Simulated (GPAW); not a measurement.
Runs of GPAW 26.7.0 on CdO (Monteponite). It takes space group Fm-3m (No. 225, cubic). The conventional cell has a = 4.699 Å, b = 4.699 Å, c = 4.699 Å, α = 90.00°, β = 90.00°, γ = 90.00°. Cd (site symmetry m-3m) is surrounded by 6 O at 2.35 Å. O (site symmetry m-3m) is surrounded by 6 Cd at 2.35 Å. 

```tsv
task	level	potentials or basis	spin	cell	k mesh	smearing	optimizer	fmax	max steps	convergence	band path	gap on the mesh (eV)	pressure (GPa)	relaxed volume (Å³/atom)
single point	PBE	GPAW PAW data sets (gpaw-data 1.2.1), pw	off	as given	10 × 10 × 10	gaussian 0.019 eV	-	-	-	-	-	none	5.5	-
single point	PBE	GPAW PAW data sets (gpaw-data 1.2.1), pw	off	as given	10 × 10 × 10	gaussian 0.023 eV	-	-	-	-	-	none	5.5	-
single point	PBE	GPAW PAW data sets (gpaw-data 1.2.1), pw	off	as given	10 × 10 × 10	gaussian 0.013 eV	-	-	-	-	-	none	5.5	-
single point	PBE	GPAW PAW data sets (gpaw-data 1.2.1), pw	off	as given	10 × 10 × 10	gaussian 0.024 eV	-	-	-	-	-	none	5.5	-
relaxation of cell and atoms	RPBE+D4	the program's PAW data sets (release 1.2.1) made for this functional, pw	off	relaxed	10 × 10 × 10	fermi-dirac 0.05 eV	FIRE	0.01 eV/Å	60	density=1e-05 forces=0.0001	-	none	0.0	13.24
band structure	r2SCAN	GPAW PAW data sets (gpaw-data 1.2.1), pw	off	as given	10 × 10 × 10	fermi-dirac 0.05 eV	-	-	-	-	GXWKGLUWLK,UX	-	0.7	-
relaxation of cell and atoms	PBEsol+D4	PAW data sets generated in the run's folder for this functional, pw	off	relaxed to 1 GPa	10 × 10 × 10	fermi-dirac 0.05 eV	BFGS	0.02 eV/Å	100	density=1e-05 forces=0.0001	-	none	1.2	-
relaxation of cell and atoms	PBEsol+D3(BJ)	PAW data sets generated in the run's folder for this functional, pw	off	relaxed	10 × 10 × 10	fermi-dirac 0.05 eV	FIRE	0.01 eV/Å	40	density=1e-05 forces=0.0001	-	none	-0.1	12.58
single point	PBE	GPAW PAW data sets (gpaw-data 1.2.1), pw	off	as given	10 × 10 × 10	gaussian 0.021 eV	-	-	-	-	-	none	5.5	-
relaxation of cell and atoms	PBE+D3(BJ)	GPAW PAW data sets (gpaw-data 1.2.1), pw	off	relaxed	10 × 10 × 10	fermi-dirac 0.05 eV	BFGS	0.01 eV/Å	40	density=1e-05 forces=0.0001	-	none	0.0	(a)
```

Alike in all rows: cutoff (eV) 800.

Problem. Fill in the values left out.

Solution. (a) 13.15.

Caveats: this crystal is a semiconductor, whose small gap the functional closes, so the metal is an error of the method; later steps reuse the first step's grids (some runs); pairwise dispersion overbinds metals, which lowers pressure and volume (some runs); the PAW data sets were made with another functional, which shifts forces and pressure a little (some runs).

A k mesh can miss the band edges, and the runs leave out spin-orbit coupling on Cd.

A gap of «none» marks a metal or a gap under the smearing width.
